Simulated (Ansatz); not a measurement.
The system is GaAs.

```
CELL_PARAMETERS angstrom
0.00000 2.82685 2.82685
2.82685 0.00000 2.82685
2.82685 2.82685 0.00000
ATOMIC_POSITIONS crystal
As 0.75000 0.75000 0.75000
Ga 0.00000 0.00000 0.00000
```

```yaml
Program: Ansatz 0.2.0
Task: relaxation of cell and atoms
Functional: RPBE
Potentials_or_basis: all-electron LAPW, point nuclei
Basis_error_allowed: 0.002 eV/atom
k_mesh: 8 × 8 × 8
Occupations: methfessel-paxton, width 0.1 eV
Spin: collinear spin, ferromagnetic start
Starting_moments: "[0.5, 0.0] μB"
```

At the start: volume 22.59 Å³/atom.

Question: How do energy, volume and symmetry change on relaxing?

Answer: Over 5 steps the energy falls by 27.8 meV/atom and the volume is 24.43 Å³/atom (+8.2 %); space group F-43m (No. 216, to 0.05 Å); moment 0.00 μB per cell.

The path:
```tsv
step	energy change (eV)	largest force (eV/Å)	volume (Å³)
1	0.0000	0.0000	45.18
2	-0.0530	0.0000	48.01
3	-0.0555	0.0000	48.73
4	-0.0556	0.0000	48.87
5	-0.0556	0.0000	48.87
```

Final structure:
```
As Ga
1.0
     0.00000    2.90176    2.90176
     2.90176    0.00000    2.90176
     2.90176    2.90176    0.00000
As Ga
1 1
Cartesian
  4.3526 4.3526 4.3526
  0.0000 0.0000 0.0000
```

Caveat: the starting moments weren't kept.
